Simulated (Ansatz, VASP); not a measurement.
**One calculation of PbSe, two programs**

File INCAR:

```
SYSTEM = PbSe
PREC = Accurate ; ENCUT = 520
EDIFF = 1E-7 ; ISMEAR = 0
SIGMA = 0.03 ; LREAL = .FALSE.
LASPH = .TRUE. ; NELM = 80
ALGO = Normal ; ISIF = 2
LWAVE = .FALSE. ; LCHARG = .TRUE.
GGA = PE ; LELF = .TRUE.
LVHAR = .TRUE. ; NBANDS = 17
```

Contents of KPOINTS:

```
regular mesh
0
G
  10 10 10
  0 0 0
```

The input POSCAR:

```
PbSe
1.0
    0.0000000000      3.0621500000      3.0621500000
    3.0621500000      0.0000000000      3.0621500000
    3.0621500000      3.0621500000      0.0000000000
Pb Se
1 1
Direct
    0.0000000000      0.0000000000      0.0000000000
    0.4836716033      0.4836716033      0.5163283967
```

Input for Ansatz:

```yaml
crystal:
  lattice:
    - [0.0, 3.06215, 3.06215]
    - [3.06215, 0.0, 3.06215]
    - [3.06215, 3.06215, 0.0]
  atoms:
    - { symbol: Pb, position: [0.0, 0.0, 0.0] }
    - { symbol: Se, position: [0.4836716033, 0.4836716033, 0.5163283967] }
basis:
  ecutwfc: 420
kpoints:
  mp_grid: { grid: [10, 10, 10] }
hamiltonian:
  xc: pbe
scf:
  occupations: { method: gaussian, width: 0.03 }
output:
  forces: true
  stress: true
  eigenvalues: true
```

Alike in both runs: task single point; functional PBE; k mesh 10 × 10 × 10; occupations gaussian, width 0.03 eV; no spin polarisation.

```csv
,VASP,Ansatz
version,VASP 6.6.1,Ansatz 0.2.0
potentials or method,"VASP PAW PBE potentials, release 64 (Pb_d, Se)","scalar-relativistic, plane waves, PAW"
plane-wave cutoff (eV),520,420
valence electrons in the cell,20,30
```

```csv
,VASP,Ansatz,Ansatz less VASP
gap on the k mesh at the Fermi level (eV),0.42,0.42,-0.005
least direct gap on the mesh (eV),0.42,0.42,-0.005
pressure (GPa),2.5,2.5,+0.01
largest component of the traceless stress (GPa),0.28,0.28,-0.003
rms of the force components (eV/Å),0.046,0.045,-0.0013
```

Atom by atom the forces differ by 0.001 eV/Å (rms over components). The two sets of potentials don't hold the same shells in valence.

Caveats: spin-orbit coupling is left out, which as a rule narrows the gap of such compounds by several tenths of an eV.
